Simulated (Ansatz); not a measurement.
Born–Oppenheimer molecular dynamics of a periodic cell of 18 atoms, C (surface graphene monolayer). It goes on from the last frame of an earlier run, with new velocities.

Level of theory: DFT PBE-D3(BJ), scalar-relativistic, plane waves, PAW in Ansatz 0.2.0. Settings: cutoff 420 eV, k mesh 2x2x1, fermi-dirac smearing 0.05 eV, no spin polarisation.

```yaml
ensemble: NVE (velocity Verlet)
time_step: 1 fs
steps_asked: 240
starting_velocities_drawn_for: 750 K
seed: 792154
```

First frame:

```xyz
18
Lattice="7.3980 0.0000 0.0000 -3.6990 6.4069 0.0000 0.0000 0.0000 12.0000" Properties=species:S:1:pos:R:3
C 0.198 0.131 0.802
C 1.416 0.872 0.811
C -1.006 2.202 0.669
C 0.227 2.968 0.787
C -2.252 4.286 0.762
C -1.058 5.086 0.713
C 2.665 0.058 0.679
C 3.892 0.775 0.585
C 1.410 2.307 0.729
C 2.685 2.920 0.619
C 0.202 4.396 0.619
C 1.450 5.058 0.723
C 5.106 0.105 0.713
C 6.309 0.836 0.722
C 3.907 2.165 0.659
C 5.110 2.880 0.663
C 2.693 4.299 0.693
C 3.838 5.046 0.828
```

(1) What does the run give?

(2) What happens to the structure?

(3) How do temperature and energy run in time?

Answers

(1) The run went to its last step.

```
steps done                                               : 240
time covered                                             : 240 fs
mean temperature over the second half                    : 661 K
spread of the potential energy over the second half      : 5.8 meV per atom
mean potential energy of the second half above the start : 11.0 meV per atom
```

The conserved energy stayed within 0.41 meV per atom of its start (net change 0.21 meV per atom), so the integration is sound. A run of 0.24 ps of so small a system gives no equilibrium averages. Limits of this set-up: coarse k mesh, slab without dipole correction.

(2) Mean squared displacements from the first frame to the last, about the centre of mass: C 0.01 Å². Another seed would give other details.

(3) 
```csv
time (fs),T (K),potential energy less start (eV),conserved less start (meV/atom)
0.0,750,0.000,0.00
12.0,676,0.166,0.19
24.0,716,0.077,0.08
36.0,615,0.300,0.15
48.0,619,0.291,0.21
60.0,728,0.049,0.01
72.0,764,-0.031,0.01
84.0,741,0.017,-0.08
96.0,659,0.202,0.18
108.0,668,0.181,0.09
120.0,659,0.203,0.17
132.0,630,0.267,0.21
144.0,608,0.318,0.29
156.0,582,0.376,0.40
168.0,679,0.159,0.10
180.0,678,0.160,0.11
192.0,689,0.136,0.08
204.0,730,0.044,0.05
216.0,661,0.198,0.16
228.0,678,0.159,0.09
240.0,620,0.291,0.21
```

Run time: 17 min on 1 thread of Arm Neoverse V2, on a shared host, peak memory 0.7 GiB.
